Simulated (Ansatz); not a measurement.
Bi₂Te₃: pressure against volume per atom

All results are calculated (Ansatz 0.2.0). Periodic Kohn-Sham DFT of a crystal at fixed atoms; pressure and stress are positive in compression; the energy is the free energy less that of spherical unpolarised free atoms; site moments are those in the method's own spheres, positive along +z.

Cell of the first row (space group R-3m, No. 166):
```
CELL_PARAMETERS angstrom
2.14820 1.24030 9.95810
-2.14820 1.24030 9.95810
0.00000 -2.48060 9.95810
ATOMIC_POSITIONS crystal
Bi 0.40000 0.40000 0.40000
Bi 0.60000 0.60000 0.60000
Te 0.00000 0.00000 0.00000
Te 0.20950 0.20950 0.20950
Te 0.79050 0.79050 0.79050
```

Settings of every row: method all-electron PAW; functional PBE; relativity scalar; k mesh 7x7x7; filling fermi-dirac; smearing width 0.08 eV; nucleus gaussian.

Atom start moment: 0 on all atoms.

Limits: a layered crystal: even scaling strains the bonds within the layers, so this curve is stiffer than the crystal under pressure; no spin-orbit coupling on heavy atoms; small gap, it may come from the mesh.

```csv
row,volume per atom (Å³),pressure (GPa)
1,31.839,?
2,32.517,4.388
3,33.194,3.086
4,33.533,2.486
5,33.871,1.917
6,34.21,1.378
7,34.549,0.868
8,35.226,-0.075
9,35.904,-0.921
```

Question: what pressure should row 1 give?

Worked fit of pressure. Take u = (V_r/V)^(2/3) − 1 with V_r = 34.041 Å³ an atom, which is twice the finite (Eulerian) strain; such expansions in the strain, on which the Birch-Murnaghan equation of state is built, carry the rest volume and the bulk modulus. The shown rows have u = 0.03101, 0.01694, 0.01007, 0.00334, -0.0033, -0.00983, -0.02255, -0.0349. Least squares give pressure = 1.6438 + 81.247 × u + 228.2 × u² + 174 × u³ GPa; a parabola predicts inner rows, each left out in turn, worse (root mean square 0.0018 against 0.0011 GPa). The rows lie off it by 0.000, 0.000, 0.001, -0.001, 0.000, 0.001, -0.001, 0.000. The pressure vanishes at u = -0.0215, or V = 35.17 Å³ an atom, and there the bulk modulus at fixed shape and fractions is B = −V dP/dV = (2/3)(1 + u) dP/du = 46.8 GPa. Letting shape and atoms relax would as a rule lower it, by much in layered, chain or molecular crystals. The withheld row has u = 0.04559, so the fit gives 1.6438 + 81.247 × (0.04559) + 228.2 × (0.04559)² + 174 × (0.04559)³ = 5.839 GPa.

The calculation gave 5.839 GPa. The fit meets it to the printed digit. This row lies beyond the range of the fit.
